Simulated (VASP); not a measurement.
The system is NaI.

```xyz
2
Lattice="4.0405 0.0000 0.0000 0.0000 4.0405 0.0000 0.0000 0.0000 4.0405" Properties=species:S:1:pos:R:3 pbc="T T T"
Na    0.0000    0.0000    0.0000
I     2.0203    2.0203    2.0203
```

The cell was built by a generator and needn't be a form met in nature.

Base run:

* Program: VASP 6.6.1
* Functional: HSE06
* Potentials or basis: VASP PAW PBE potentials, release 64 (Na_pv, I)
* Cutoff: 520 eV
* k mesh: 4 × 4 × 4
* Occupations: gaussian, width 0.01 eV
* Spin: no spin polarisation

Its results: band gap on the k mesh 3.22 eV, indirect (least direct gap 3.68 eV); pressure 0.2 GPa.

Problem. The run is repeated on the same cell with these changes: functional from HSE06 to r2SCAN; further incar settings from ALGO = Normal; EDIFF = 1e-06; NBANDS = 14 to ALGO = Normal; EDIFF = 1e-07; NBANDS = 14. What comes out?

Solution. Band gap on the k mesh 3.06 eV, indirect (least direct gap 3.35 eV); pressure 0.2 GPa.

Caveats: the PAW data sets were made with another functional, which shifts forces and pressure a little; spin-orbit coupling is left out, which moves the levels of the heavy elements.

A k mesh can miss the band edges.
